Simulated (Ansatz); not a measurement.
# Ta2N (P-3m1) in Ansatz: equation of state

How stiff is Ta2N in PBE, and what volume does it want? The cell is scaled to several volumes.

Program: Ansatz 0.2.0. These are calculated values, not measurements. Logs are shortened: lines on timing, memory, paths and dates and some standing lists are left out, and cuts for length are marked.

## Step 1: The structure

It takes space group P-3m1 (No. 164, trigonal). The conventional cell has a = 3.113 Å, b = 3.113 Å, c = 4.870 Å, α = 90.00°, β = 90.00°, γ = 120.00°. Ta (site symmetry 3m) has 3 N at 2.18 Å as nearest neighbours. N (site symmetry -3m) has 6 Ta at 2.18 Å as nearest neighbours.

The cell comes from a database or a generator and needn't be the stable form of this composition.

## Step 2: Equation of state, PBE

Potentials or basis: all-electron LAPW, scalar-relativistic.

This step only gathers the single runs of the series.

Results:

```
Equilibrium volume                        : 13.56 Å³/atom
Bulk modulus at fixed shape and positions : 279 GPa
Pressure derivative of the bulk modulus   : 4.3
```

Energy against volume, from the lowest point:
| volume (Å³/atom) | energy (meV/atom) |
| --- | --- |
| 12.805 | 40.76 |
| 13.077 | 16.02 |
| 13.350 | 2.82 |
| 13.622 | 0.00 |
| 13.895 | 6.50 |
| 14.167 | 21.38 |
| 14.439 | 43.79 |

Caveat: the cell was scaled at fixed shape and fractional positions, which overstates the stiffness of a crystal with free parameters, most of all of layers and chains.
